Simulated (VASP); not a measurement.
Input of a VASP 6.6.1 run:

File POSCAR:

```
WC
1.0
    2.9065000000      0.0000000000      0.0000000000
   -1.4532500000      2.5171028361      0.0000000000
    0.0000000000      0.0000000000      2.8366000000
W C
1 1
Direct
    0.0000000000      0.0000000000      0.0000000000
    0.6666666667      0.3333333333      0.5000000000
```

File INCAR.step1:

```
SYSTEM = WC
PREC = Accurate
ENCUT = 500
EDIFF = 1E-6
ISMEAR = -1
SIGMA = 0.05
LREAL = .False.
LASPH = .True.
NELM = 80
ALGO = Fast
ISIF = 2
LWAVE = .False.
LCHARG = .True.
LMAXMIX = 4
GGA = PE
```

Contents of KPOINTS.step1:

```
Automatic mesh
0
Gamma
  10 10 9
  0 0 0
```

The input INCAR.step2:

```
SYSTEM = WC
PREC = Accurate
ENCUT = 500
EDIFF = 1E-6
ISMEAR = 0
SIGMA = 0.05
LREAL = .False.
LASPH = .True.
NELM = 80
ALGO = Fast
ISIF = 2
LWAVE = .False.
LCHARG = .False.
LMAXMIX = 4
GGA = PE
ICHARG = 11
```

The input KPOINTS.step2:

```
path GMKGALHA,LM,KH
15
line-mode
reciprocal
 0.0000000000  0.0000000000  0.0000000000  G
 0.5000000000  0.0000000000  0.0000000000  M

 0.5000000000  0.0000000000  0.0000000000  M
 0.3333333333  0.3333333333  0.0000000000  K

 0.3333333333  0.3333333333  0.0000000000  K
 0.0000000000  0.0000000000  0.0000000000  G

 0.0000000000  0.0000000000  0.0000000000  G
 0.0000000000  0.0000000000  0.5000000000  A

 0.0000000000  0.0000000000  0.5000000000  A
 0.5000000000  0.0000000000  0.5000000000  L

 0.5000000000  0.0000000000  0.5000000000  L
 0.3333333333  0.3333333333  0.5000000000  H

 0.3333333333  0.3333333333  0.5000000000  H
 0.0000000000  0.0000000000  0.5000000000  A

 0.5000000000  0.0000000000  0.5000000000  L
 0.5000000000  0.0000000000  0.0000000000  M

 0.3333333333  0.3333333333  0.0000000000  K
 0.3333333333  0.3333333333  0.5000000000  H
```

Potentials or basis: VASP PAW PBE potentials, release 64 (W, C).

The run is started by

```console
$ cat potpaw_PBE.64/W/POTCAR potpaw_PBE.64/C/POTCAR > POTCAR
$ cp INCAR.step1 INCAR
$ cp KPOINTS.step1 KPOINTS
$ mpirun -np 1 vasp_std > vasp.out
$ cp INCAR.step2 INCAR
$ cp KPOINTS.step2 KPOINTS
$ mpirun -np 1 vasp_std > vasp.out
```

Task: What does it give for the band gap along the path?

Result: None (metal or under the smearing width).

Levels at the corners of the path, in eV from the Fermi level:
```tsv
point	band 1	band 2	band 3	band 4	band 5	band 6	band 7	band 8	band 9
Γ	-14.43	-4.31	-3.32	-3.32	0.14	3.19	3.19	5.65	5.65
M	-11.14	-7.05	-3.60	-3.57	-0.43	2.31	4.50	4.86	6.92
M	-11.14	-7.05	-3.60	-3.57	-0.43	2.31	4.50	4.86	6.92
K	-10.43	-6.55	-4.57	-3.43	0.60	1.00	2.07	3.23	9.20
K	-10.43	-6.55	-4.57	-3.43	0.60	1.00	2.07	3.23	9.20
Γ	-14.43	-4.31	-3.32	-3.32	0.14	3.19	3.19	5.65	5.66
Γ	-14.43	-4.31	-3.32	-3.32	0.14	3.19	3.19	5.65	5.66
A	-10.55	-8.62	-2.00	-2.00	-0.60	-0.60	3.67	4.58	4.58
A	-10.55	-8.62	-2.00	-2.00	-0.60	-0.60	3.67	4.58	4.58
L	-11.27	-6.46	-4.30	-4.20	0.29	4.39	5.25	6.67	9.18
L	-11.27	-6.46	-4.30	-4.20	0.29	4.39	5.25	6.67	9.18
H	-10.93	-7.19	-5.43	-1.62	-0.65	4.39	6.37	7.56	9.21
H	-10.93	-7.19	-5.43	-1.62	-0.65	4.39	6.37	7.56	9.42
A	-10.55	-8.62	-2.00	-2.00	-0.60	-0.60	3.67	4.58	4.58
L	-11.27	-6.46	-4.30	-4.20	0.29	4.39	5.25	6.67	9.18
M	-11.14	-7.05	-3.60	-3.57	-0.43	2.31	4.50	4.86	6.92
K	-10.43	-6.55	-4.57	-3.43	0.60	1.00	2.07	3.23	9.20
H	-10.93	-7.19	-5.43	-1.62	-0.65	4.39	6.37	7.56	9.68
```

Caveat: the log is that of the step along the path at fixed density, whose energy, stress, charges and moments have no meaning; spin-orbit coupling is left out, which moves the levels of the heavy elements.
